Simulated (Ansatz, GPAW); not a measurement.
# Ta2CS2 MXene bilayer, AB: converging a work function, part 2 of 3

Aim: the settings at which the work function of Ta2CS2 MXene bilayer, AB stops moving.

GPAW 26.7.0 and Ansatz 0.2.0; Ansatz plane waves; layer without images along its normal, relaxation of atoms and in-plane cell, with D3(BJ) dispersion; PAW set soft_1 (the session's first sound run).

So far. Step 2 (Relaxing the atoms): The relaxation lowered the energy of the cell by 1.02 eV.

### Step 3. The slab's potential

The work function is the vacuum plateau of the electrostatic potential less the Fermi level; a dipole layer lets the two faces have plateaus of their own.

This step: GPAW, PAW setups; slab in vacuum (GPAW 26.7.0).

The cell differs from the one that the last finished run ended in (c 54.266 → 32.555 Å).

run.py

```python
import json
import numpy as np
from ase import Atoms
from gpaw import GPAW, PW

slab = Atoms(
    ['S', 'Ta', 'C', 'Ta', 'S', 'S', 'Ta', 'C', 'Ta', 'S'],
    positions=[
        [-0.00000, 1.88057, 9.00000],
        [1.62862, 0.94029, 10.62720],
        [0.00000, 0.00000, 11.81020],
        [-0.00000, 1.88057, 12.99690],
        [1.62862, 0.94029, 14.61860],
        [1.62862, 0.94029, 17.93660],
        [0.00000, 0.00000, 19.55830],
        [-0.00000, 1.88057, 20.74501],
        [1.62862, 0.94029, 21.92800],
        [-0.00000, 0.00000, 23.55521]],
    cell=[[3.25724, 0.0, 0.0], [-1.62862, 2.82086, -0.0], [0.0, -0.0, 32.5552]],
    pbc=[True, True, False])

slab.calc = GPAW(mode=PW(500), xc='PBE', kpts={'size': (12, 12, 1), 'gamma': True},
                 occupations={'name': 'fermi-dirac', 'width': 0.05}, nbands='160%',
                 convergence={'density': 1e-05}, maxiter=200,
                 poissonsolver={'dipolelayer': 'xy'},
                 symmetry={'tolerance': 1e-3}, txt='slab.txt')
result = {}
energy = slab.get_potential_energy()
fermi = slab.calc.get_fermi_level()
v = slab.calc.get_electrostatic_potential().mean((0, 1)) - fermi
n = slab.calc.get_pseudo_density().mean((0, 1))
L = slab.cell[2, 2]
z = np.arange(len(v)) * L / len(v)
low, high = slab.positions[:, 2].min(), slab.positions[:, 2].max()
below, above = np.interp([low - 6.8, high + 6.8], z, v)
slopes = [np.interp(x, z, np.gradient(v, z)) for x in (low - 6.8, high + 6.8)]
eps = np.array([[slab.calc.get_eigenvalues(k, s) for k in range(len(slab.calc.get_ibz_k_points()))]
                for s in range(slab.calc.get_number_of_spins())]) - fermi
top, bottom = eps[eps < 0].max(), eps[eps > 0].min()
dipole = slab.get_dipole_moment()[2]
print(f'energy {energy:.4f} eV, Fermi level {fermi:.4f} eV, dipole {dipole:.5f} e A')
print(f'potential 6.8 A off the faces, from the Fermi level: lower {below:.4f} eV, upper {above:.4f} eV')
print(f'slope of the potential there: lower {slopes[0]:.5f}, upper {slopes[1]:.5f} eV/A')
print(f'nearest levels on the mesh: {top:.4f} and {bottom:.4f} eV')
print('magnetic moment', round(slab.get_magnetic_moment(), 3))
result.update(energy=energy, fermi=fermi, dipole=dipole, below=below, above=above, slopes=slopes, edges=[top, bottom],
              z=z.tolist(), v=v.tolist(), n=n.tolist(), positions=slab.positions.tolist(),
              forces=slab.get_forces(apply_constraint=False).tolist(), moments=slab.get_magnetic_moments().tolist())
json.dump(result, open('result.json', 'w'))
```

Launch:

```console
$ OMP_NUM_THREADS=1 OPENBLAS_NUM_THREADS=1 python run.py
```

The log of the run:

```text
energy -83.6025 eV, Fermi level 2.5187 eV, dipole -0.00003 e A
potential 6.8 A off the faces, from the Fermi level: lower 5.3629 eV, upper 5.3615 eV
slope of the potential there: lower -0.00002, upper 0.00002 eV/A
nearest levels on the mesh: -0.0655 and 0.0101 eV
magnetic moment 0.0
```

Run time: 11 min. Hardware: 1 thread of Intel Xeon Platinum 8259CL at 2.50GHz (Skylake/Cascade Lake), shared host; peak memory 0.45 GiB.

This step gave:

- dipole along the normal: -3.33e-5 e·Å
- levels nearest the Fermi level on the mesh: -0.06547, 0.01009 eV from the Fermi level
- upper work function: 5.361 eV
- lower work function: 5.363 eV

The electrostatic potential energy of an electron (without an applied field's), less the Fermi level, planar mean oscillates, so the rows of the table below give means over windows of 1 Å about each position, cut where the curve ends. Its maxima inside the range that stand out by 2 % of the span (Å: eV): 9.7: -5.75, 11.4: -9.52, 12.1: -9.79, 13.9: -6.05, 16.3: 4.78, 18.6: -5.88, 20.3: -9.46, 21.1: -9.52, 22.9: -5.75. Its minima: 9.0: -17.9, 10.7: -22.4, 11.8: -12.6, 13.0: -22.4, 14.6: -17.9, 17.9: -17.9, 19.6: -22.4, 20.7: -12.6, 21.9: -22.4, 23.5: -17.9.

Table of electrostatic potential energy of an electron (without an applied field's), less the Fermi level, planar mean by z; means over each step:

```
z (Å)  electrostatic potential energy of an electron (without an applied field's), less the Fermi level, planar mean (eV)
    0                                                                                                                5.36
    1                                                                                                                5.36
    2                                                                                                                5.36
    3                                                                                                                5.36
    4                                                                                                                5.36
    5                                                                                                                5.36
    6                                                                                                                5.36
    7                                                                                                                5.24
    8                                                                                                                2.28
    9                                                                                                               -12.3
   10                                                                                                               -11.2
   11                                                                                                               -16.2
   12                                                                                                               -11.1
   13                                                                                                               -18.5
   14                                                                                                               -9.30
   15                                                                                                               -8.08
   16                                                                                                                4.22
   17                                                                                                                1.54
   18                                                                                                               -12.5
   19                                                                                                               -12.3
   20                                                                                                               -15.3
   21                                                                                                               -11.4
   22                                                                                                               -18.3
   23                                                                                                               -9.55
   24                                                                                                               -6.79
   25                                                                                                                4.62
   26                                                                                                                5.33
   27                                                                                                                5.36
   28                                                                                                                5.36
   29                                                                                                                5.36
   30                                                                                                                5.36
   31                                                                                                                5.36
   32                                                                                                                5.36
```

The pseudo valence density, planar mean oscillates, so the rows of the table below give means over windows of 2.33 Å about each position, cut where the curve ends. Its maxima inside the range that stand out by 2 % of the span (Å: e/Å³): 9.3: 0.481, 10.7: 1.28, 13.0: 1.28, 14.3: 0.479, 18.2: 0.479, 19.6: 1.28, 21.9: 1.28, 23.3: 0.481. Its minima: 9.7: 0.446, 11.8: 0.568, 14.0: 0.450, 16.3: 0.0277, 18.6: 0.450, 20.7: 0.568, 22.9: 0.446.

Pseudo valence density, planar mean against z; means over each step:

z (Å), pseudo valence density, planar mean (e/Å³) and a bar:
```
     3.50       0.00 
     5.83       0.00 
     8.16       0.20 ########
    10.48       0.74 #############################
    12.82       0.75 ##############################
    15.14       0.27 ###########
    17.48       0.28 ###########
    19.80       0.75 ##############################
    22.13       0.73 #############################
    24.46       0.19 ########
    26.80       0.00 
    29.12       0.00
```

Force by atom:

```
atom  x (eV/Å)  y (eV/Å)  z (eV/Å)   size
  S1     0.000     0.000    -0.183  0.183
 Ta2     0.000     0.000    -0.102  0.102
  C3     0.000     0.000    -0.007  0.007
 Ta4     0.000     0.000     0.022  0.022
  S5     0.000     0.000     0.074  0.074
  S6     0.000     0.000    -0.075  0.075
 Ta7     0.000     0.000    -0.021  0.021
  C8     0.000     0.000     0.007  0.007
 Ta9     0.000     0.000     0.101  0.101
 S10     0.000     0.000     0.182  0.182
```

The potential is flat to 1.6e-5 eV/Å where it is read, so the vacuum is wide enough. The geometry is the other program's minimum (found with a dispersion term); here the largest force on a free atom is 0.18 eV/Å.

### Step 4. Cutoff 200

The cutoff limits how sharply the smooth valence waves can vary, which tells mostly near the atoms.

Edit run.py of step 3 so:

```diff
@@ -21,3 +21,3 @@
 
-slab.calc = GPAW(mode=PW(500), xc='PBE', kpts={'size': (12, 12, 1), 'gamma': True},
+slab.calc = GPAW(mode=PW(200), xc='PBE', kpts={'size': (12, 12, 1), 'gamma': True},
                  occupations={'name': 'fermi-dirac', 'width': 0.05}, nbands='160%',
```

The log of the run:

```text
energy -75.8969 eV, Fermi level 2.5720 eV, dipole -0.00013 e A
potential 6.8 A off the faces, from the Fermi level: lower 5.3601 eV, upper 5.3606 eV
slope of the potential there: lower -0.00135, upper 0.00135 eV/A
nearest levels on the mesh: -0.0421 and 0.0091 eV
magnetic moment 0.0
```

It took 2.8 min on 1 thread; peak memory 0.22 GiB.

The run finished. A setting was moved off its sound value on purpose, so it serves as a test and not as the result.

The fault put into the input: a cutoff under that of the base run: the energy of the cell lies 7.7 eV from the base value (ecut = 200).

Side by side:

```
                quantity  this run  sound run  difference
upper work function (eV)    5.3606     5.3615     -9.0e-4
lower work function (eV)    5.3601     5.3629    -0.00273
```

### Step 5. Cutoff 300

The cutoff limits how sharply the smooth valence waves can vary, which tells mostly near the atoms.

Edit run.py of step 4 so:

```diff
@@ -21,3 +21,3 @@
 
-slab.calc = GPAW(mode=PW(200), xc='PBE', kpts={'size': (12, 12, 1), 'gamma': True},
+slab.calc = GPAW(mode=PW(300), xc='PBE', kpts={'size': (12, 12, 1), 'gamma': True},
                  occupations={'name': 'fermi-dirac', 'width': 0.05}, nbands='160%',
```

The log of the run:

```text
energy -82.0328 eV, Fermi level 2.5306 eV, dipole -0.00010 e A
potential 6.8 A off the faces, from the Fermi level: lower 5.3602 eV, upper 5.3602 eV
slope of the potential there: lower -0.00043, upper 0.00043 eV/A
nearest levels on the mesh: -0.0625 and 0.0079 eV
magnetic moment 0.0
```

Elapsed: 5.6 min, on 1 thread; peak memory 0.28 GiB.

The run finished. A setting was moved off its sound value on purpose, so it serves as a test and not as the result.

The fault put into the input: a cutoff under that of the base run: the energy of the cell lies 1.6 eV from the base value (ecut = 300).

The two runs compared:

```
                quantity  this run  sound run  difference
upper work function (eV)    5.3602     5.3615    -0.00130
lower work function (eV)    5.3602     5.3629    -0.00265
```

### Step 6. Cutoff 700: ecut = 700

The cutoff limits how sharply the smooth valence waves can vary, which tells mostly near the atoms.

Edit run.py of step 5 so:

```diff
@@ -21,3 +21,3 @@
 
-slab.calc = GPAW(mode=PW(300), xc='PBE', kpts={'size': (12, 12, 1), 'gamma': True},
+slab.calc = GPAW(mode=PW(700), xc='PBE', kpts={'size': (12, 12, 1), 'gamma': True},
                  occupations={'name': 'fermi-dirac', 'width': 0.05}, nbands='160%',
```

The log of the run:

```text
energy -83.6493 eV, Fermi level 2.5194 eV, dipole -0.00012 e A
potential 6.8 A off the faces, from the Fermi level: lower 5.3609 eV, upper 5.3612 eV
slope of the potential there: lower 0.00004, upper -0.00004 eV/A
nearest levels on the mesh: -0.0655 and 0.0101 eV
magnetic moment 0.0
```

It took 14 min on 1 thread; peak memory 0.65 GiB.

This step gave:

* dipole along the normal: -1.19e-4 e·Å
* levels nearest the Fermi level on the mesh: -0.06550, 0.01015 eV from the Fermi level
* lower work function: 5.361 eV

The electrostatic potential energy of an electron (without an applied field's), less the Fermi level, planar mean oscillates, so the rows of the table below give means over windows of 1 Å about each position, cut where the curve ends. Its maxima inside the range that stand out by 2 % of the span (Å: eV): 9.7: -5.75, 11.4: -9.55, 12.1: -9.68, 13.9: -5.86, 16.3: 4.78, 18.6: -6.07, 20.3: -9.46, 21.2: -9.55, 22.8: -5.95. Its minima: 9.0: -17.9, 10.7: -22.4, 11.8: -12.6, 13.0: -22.4, 14.6: -17.8, 17.9: -17.8, 19.5: -22.4, 20.8: -12.6, 22.0: -22.3, 23.6: -17.6.

Table of electrostatic potential energy of an electron (without an applied field's), less the Fermi level, planar mean by z; means over each step:

```
z (Å)  electrostatic potential energy of an electron (without an applied field's), less the Fermi level, planar mean (eV)
    0                                                                                                                5.36
    1                                                                                                                5.36
    2                                                                                                                5.36
    3                                                                                                                5.36
    4                                                                                                                5.36
    5                                                                                                                5.36
    6                                                                                                                5.36
    7                                                                                                                5.24
    8                                                                                                                2.37
    9                                                                                                               -12.4
   10                                                                                                               -11.2
   11                                                                                                               -16.1
   12                                                                                                               -11.1
   13                                                                                                               -18.4
   14                                                                                                               -9.38
   15                                                                                                               -8.00
   16                                                                                                                4.19
   17                                                                                                                1.65
   18                                                                                                               -12.6
   19                                                                                                               -12.3
   20                                                                                                               -15.3
   21                                                                                                               -11.4
   22                                                                                                               -18.3
   23                                                                                                               -9.57
   24                                                                                                               -6.73
   25                                                                                                                4.60
   26                                                                                                                5.33
   27                                                                                                                5.36
   28                                                                                                                5.36
   29                                                                                                                5.36
   30                                                                                                                5.36
   31                                                                                                                5.36
   32                                                                                                                5.36
```

The pseudo valence density, planar mean oscillates, so the rows of the table below give means over windows of 2.44 Å about each position, cut where the curve ends. Its maxima inside the range that stand out by 2 % of the span (Å: e/Å³): 9.4: 0.481, 10.6: 1.27, 13.0: 1.28, 14.3: 0.481, 18.2: 0.481, 19.5: 1.28, 22.0: 1.27, 23.1: 0.481. Its minima: 9.8: 0.442, 11.9: 0.569, 13.8: 0.444, 16.3: 0.0277, 18.7: 0.444, 20.7: 0.569, 22.8: 0.442.

Table of pseudo valence density, planar mean by z; means over each step:

z (Å), pseudo valence density, planar mean (e/Å³) and a bar:
```
     3.66       0.00 
     6.10       0.00 
     8.54       0.28 ###########
    10.98       0.75 ############################
    13.42       0.71 ###########################
    15.86       0.16 ######
    18.30       0.52 ####################
    20.74       0.79 ##############################
    23.18       0.52 ####################
    25.62       0.02 #
    28.06       0.00
```

Force by atom:

```
atom  x (eV/Å)  y (eV/Å)  z (eV/Å)   size
  S1     0.000     0.000    -0.184  0.184
 Ta2     0.000     0.000    -0.100  0.100
  C3     0.000     0.000    -0.008  0.008
 Ta4     0.000     0.000     0.021  0.021
  S5     0.000     0.000     0.075  0.075
  S6     0.000     0.000    -0.075  0.075
 Ta7     0.000     0.000    -0.021  0.021
  C8     0.000     0.000     0.008  0.008
 Ta9     0.000     0.000     0.101  0.101
 S10     0.000     0.000     0.184  0.184
```

The upper face's work function is 5.361 eV, against 5.361 eV in the first plane-wave PBE run at this geometry.

### Step 7. K mesh 4×4

The mesh in the plane samples the bands: a metal's Fermi level needs it dense, and band edges must lie on it.

Edit run.py of step 6 so:

```diff
@@ -21,3 +21,3 @@
 
-slab.calc = GPAW(mode=PW(700), xc='PBE', kpts={'size': (12, 12, 1), 'gamma': True},
+slab.calc = GPAW(mode=PW(500), xc='PBE', kpts={'size': (4, 4, 1), 'gamma': True},
                  occupations={'name': 'fermi-dirac', 'width': 0.05}, nbands='160%',
```

The log of the run:

```text
energy -83.2058 eV, Fermi level 2.6431 eV, dipole -0.00017 e A
potential 6.8 A off the faces, from the Fermi level: lower 5.2375 eV, upper 5.2389 eV
slope of the potential there: lower -0.00002, upper 0.00002 eV/A
nearest levels on the mesh: -0.0721 and 0.0650 eV
magnetic moment 0.0
```

Wall time 3 min (1 thread); peak memory 0.3 GiB.

The run finished with changed settings (kpts = [4, 4]); it serves as a test.

The two runs compared:

```
                quantity  this run  sound run  difference
upper work function (eV)    5.2389     5.3615      -0.123
lower work function (eV)    5.2375     5.3629      -0.125
```

One result that differs is the lower work function, 5.24 eV against 5.36 eV.

(Continued in part 3 of 3.)

[Logs are printed without paths, hosts, clocks, repeated set-up lines and the standing remarks that a program may print on its own settings, such as how far it seeks lower states.]

[Hosts, paths, dates, database ids (printed as entryN), source tags and the programs' standing remarks are cut or masked in the printed files.]
